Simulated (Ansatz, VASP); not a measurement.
**MgO: VASP beside Ansatz**

The input POSCAR:

```
MgO
1.0
    3.4152073240      0.0000000000      0.0000000000
   -1.7076036621      2.9576563018      0.0000000000
    0.0000000000      0.0000000000      4.0927511408
Mg O
2 2
Direct
    0.6666666700      0.3333333300      0.7500000000
    0.3333333300      0.6666666700      0.2500000000
    0.6666666700      0.3333333300      0.2500000000
    0.3333333300      0.6666666700      0.7500000000
```

The input INCAR.step1:

```
ALGO = Normal ; EDIFF = 1E-4
ENCUT = 520 ; GGA = PE
ISMEAR = 0 ; LASPH = T
LCHARG = F ; LREAL = F
LWAVE = T ; NBANDS = 16
NELM = 80 ; PREC = Accurate
SIGMA = 0.05
```

Contents of INCAR.step2:

```
ALGO = Normal ; EDIFF = 1E-7
ENCUT = 520 ; ISIF = 2
ISMEAR = 0 ; ISTART = 1
LASPH = T ; LCHARG = F
LMIXTAU = T ; LREAL = F
LWAVE = F ; METAGGA = R2SCAN
NBANDS = 16 ; NELM = 80
PREC = Accurate ; SIGMA = 0.05
```

Contents of KPOINTS:

```
k-points
0
Gamma
  9 9 8
```

Input for Ansatz:

```yaml
crystal:
  lattice:
    - [3.415207324, 0.0, 0.0]
    - [-1.7076036621, 2.9576563018, 0.0]
    - [0.0, 0.0, 4.0927511408]
  atoms:
    - { symbol: Mg, position: [0.66666667, 0.33333333, 0.75] }
    - { symbol: Mg, position: [0.33333333, 0.66666667, 0.25] }
    - { symbol: O, position: [0.66666667, 0.33333333, 0.25] }
    - { symbol: O, position: [0.33333333, 0.66666667, 0.75] }
basis:
  ecutwfc: 500
  fft_grid_basis: typed
kpoints:
  mp_grid: { grid: [9, 9, 8] }
hamiltonian:
  xc: r2scan
scf:
  occupations: { method: gaussian, width: 0.05 }
output:
  forces: true
  stress: true
  eigenvalues: true
  bader: true
  write_density: true
  volumetric_format: npy
  elf: true
```

Measurements of this composition are mostly on another form, of space group No. 225.

Alike in both runs: task single point; functional r2SCAN; k mesh 9 × 9 × 8; occupations gaussian, width 0.05 eV; no spin polarisation.

```csv
,VASP,Ansatz
version,VASP 6.6.1,Ansatz 0.2.0
potentials or method,"VASP PAW PBE potentials, release 64 (Mg, O)","scalar-relativistic, plane waves, PAW"
plane-wave cutoff (eV),520,500
valence electrons in the cell,16,32
```

VASP gave:

```
gap on the k mesh at the Fermi level (eV)       : 4.42
pressure (GPa)                                  : 9.0
largest component of the traceless stress (GPa) : 0.65
```

**Question.** Which values does Ansatz return?

**Answer.** gap on the k mesh at the Fermi level (eV): 4.43; pressure (GPa): 9.8; largest component of the traceless stress (GPa): 0.85.

The two sets of potentials don't hold the same shells in valence.

Caveats: the PAW data sets were made with another functional, which shifts forces and pressure a little (VASP); an odd mesh through Γ misses points on the zone boundary, where band edges often lie. r2SCAN opens gaps a little over a GGA but as a rule still falls short of measured ones.
